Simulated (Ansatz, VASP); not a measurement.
LaH3 in VASP and in Ansatz

Contents of POSCAR:

```
LaH3
1.0
    0.0000000000      2.8544685505      2.8544685505
    2.8544685505      0.0000000000      2.8544685505
    2.8544685505      2.8544685505      0.0000000000
La H
1 3
Direct
    0.0000000000      0.0000000000      0.0000000000
    0.5000000000      0.5000000000      0.5000000000
    0.7500000000      0.7500000000      0.7500000000
    0.2500000000      0.2500000000      0.2500000000
```

File INCAR.step1:

```
SYSTEM = LaH3
PREC = Accurate
ENCUT = 520
ISMEAR = 1
SIGMA = 0.1
LREAL = .False.
LASPH = .True.
NELM = 60
NBANDS = 15
GGA = PE
ALGO = Normal
EDIFF = 1E-4
LWAVE = .True.
LCHARG = .False.
```

The input INCAR.step2:

```
SYSTEM = LaH3
PREC = Accurate
ENCUT = 520
EDIFF = 1E-6
ISMEAR = 1
SIGMA = 0.1
LREAL = .False.
LASPH = .True.
NELM = 60
ALGO = Normal
ISIF = 2
LWAVE = .False.
LCHARG = .False.
METAGGA = R2SCAN
LMIXTAU = .True.
NBANDS = 15
ISTART = 1
```

The input KPOINTS:

```
regular mesh
0
Gamma
  7 7 7
  0 0 0
```

Input for Ansatz:

```yaml
crystal:
  lattice:
    - [0.0, 2.854468550531622, 2.854468550531622]
    - [2.854468550531622, 0.0, 2.854468550531622]
    - [2.854468550531622, 2.854468550531622, 0.0]
  atoms:
    - { symbol: La, position: [0.0, 0.0, 0.0] }
    - { symbol: H, position: [0.5, 0.5, 0.5] }
    - { symbol: H, position: [0.75, 0.75, 0.75] }
    - { symbol: H, position: [0.25, 0.25, 0.25] }
basis:
  ecutwfc: 600.0
kpoints:
  mp_grid:
    grid: [7, 7, 7]
hamiltonian:
  xc: r2scan
  pseudopotentials:
    kind: paw
scf:
  convergence:
    dr2_threshold: 1.0e-08
  occupations:
    method: methfessel_paxton
output:
  stress: true
```

The cell comes from a database or a generator and needn't be the stable form of this composition.

Alike in both runs: task single point; functional r2SCAN; k mesh 7 × 7 × 7; no spin polarisation.

|  | VASP | Ansatz |
| --- | --- | --- |
| version | VASP 6.6.1 | Ansatz 0.2.0 |
| potentials or method | VASP PAW PBE potentials, release 64 (La, H) | plane waves, PAW |
| plane-wave cutoff (eV) | 520 | 600 |
| occupations | methfessel-paxton of order 1, width 0.1 eV | methfessel-paxton of order 1 |
| valence electrons in the cell | 14 | 14 |

```tsv
	VASP	Ansatz	Ansatz less VASP
pressure (GPa)	-5.7	-5.1	+0.54
```

Ansatz warned: «stress_scf_threshold_loose».

Caveats: the PAW data sets were made with another functional, which shifts forces and pressure a little (VASP).
